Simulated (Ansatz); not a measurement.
Runs of Ansatz 0.2.0 on Rh. It takes space group Fm-3m (No. 225, cubic). The conventional cell has a = 3.796 Å, b = 3.796 Å, c = 3.796 Å, α = 90.00°, β = 90.00°, γ = 90.00°. Rh (site symmetry m-3m) is surrounded by 12 Rh at 2.68 Å. 

| task | level | cell | k mesh | cutoff (eV) | smearing | basis error allowed | mesh quality | gap on the mesh (eV) | pressure (GPa) | relaxed volume (Å³/atom) |
| --- | --- | --- | --- | --- | --- | --- | --- | --- | --- | --- |
| relaxation of cell and atoms | revPBE | relaxed | 12 × 12 × 12 | - | fermi-dirac 0.05 eV | 0.001 eV/atom | not flagged | - | 0.0 | 14.22 |
| band structure | PBE | as given | 12 × 12 × 12 | 278 | fermi-dirac 0.05 eV | 0.001 eV/atom | not flagged | - | 7.2 | - |
| single point | PBE | as given | 6 × 6 × 6 | 239 | fermi-dirac 0.03 eV | 0.004 eV/atom | coarse | none | 8.9 | - |
| elastic constants | LDA | as given | 9 × 9 × 9 | 297 | fermi-dirac 0.05 eV | 0.001 eV/atom | coarse | none | -9.6 | - |
| relaxation of cell and atoms | RPBE+D4 | relaxed | 12 × 12 × 12 | - | fermi-dirac 0.05 eV | 0.001 eV/atom | not flagged | - | 0.0 | (b) |
| relaxation of cell and atoms | RPBE | relaxed | 12 × 12 × 12 | - | fermi-dirac 0.05 eV | 0.001 eV/atom | not flagged | - | 0.0 | (a) |
| single point | PBE | as given | 12 × 12 × 12 | 278 | gaussian 0.021 eV | 0.001 eV/atom | not flagged | none | 7.2 | - |

Alike in all rows: potentials or basis all-electron LAPW, scalar-relativistic; no spin polarisation.

Problem. Fill in the values left out.

Solution. (a) 14.29; (b) 13.39.

Caveats: some runs use coarse meshes; the k mesh is thin for a metal, which can move the energy by tens of meV per atom (some runs); a metal's response needs a denser mesh (some runs); the cell is more than 3 GPa from zero pressure, which shifts response properties (some runs); elastic constants of metals need much finer meshes, so these are rough (some runs).

A k mesh can miss the band edges, and the runs leave out spin-orbit coupling on Rh.

A gap of «none» marks a metal or a gap under the smearing width.
